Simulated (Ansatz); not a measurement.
Crystal: MoS2.

```
Mo S
1.0
     3.16900    0.00000    0.00000
    -1.58450    2.74443    0.00000
     0.00000    0.00000   12.32400
Mo S
2 4
Direct
  0.66667 0.33333 0.75000
  0.33333 0.66667 0.25000
  0.66667 0.33333 0.37700
  0.33333 0.66667 0.87700
  0.66667 0.33333 0.12300
  0.33333 0.66667 0.62300
```

Base run:

```yaml
Program: Ansatz 0.2.0
Functional: LDA
Potentials_or_basis: Ansatz PAW
Cutoff: "420 eV (not typed: the program's choice for these potentials)"
k_mesh: 10 × 10 × 3
Occupations: fermi-dirac, width 0.05 eV
Spin: no spin polarisation
```

Its results: band gap on the k mesh 0.85 eV, indirect (least direct gap 1.86 eV); pressure -5.7 GPa; largest force 0.481 eV/Å.

Task: After a change of settings the same cell gave: band gap on the k mesh 1.03 eV, indirect (least direct gap 1.98 eV); pressure 0.8 GPa; largest force 0.244 eV/Å. Which change was it?
A. functional from LDA to r2SCAN; cutoff from 420 eV (not typed: the program's choice for these potentials) to 500 eV (not typed: the program's choice for these potentials)
B. functional from LDA to PBEsol; spin from no spin polarisation to spin-orbit coupling, no magnetisation; potential files from those of the base run to others of the same set
C. functional from LDA to PBEsol

Result: A.

r2SCAN gives the wider gap, since meta-GGAs in the generalised Kohn-Sham scheme recover part of the derivative discontinuity.

Caveats: the PAW data sets come from PBE, with cores solved anew for the run's functional, which leaves a small shift of forces and pressure.

Runs at the PBE level aren't shown here.
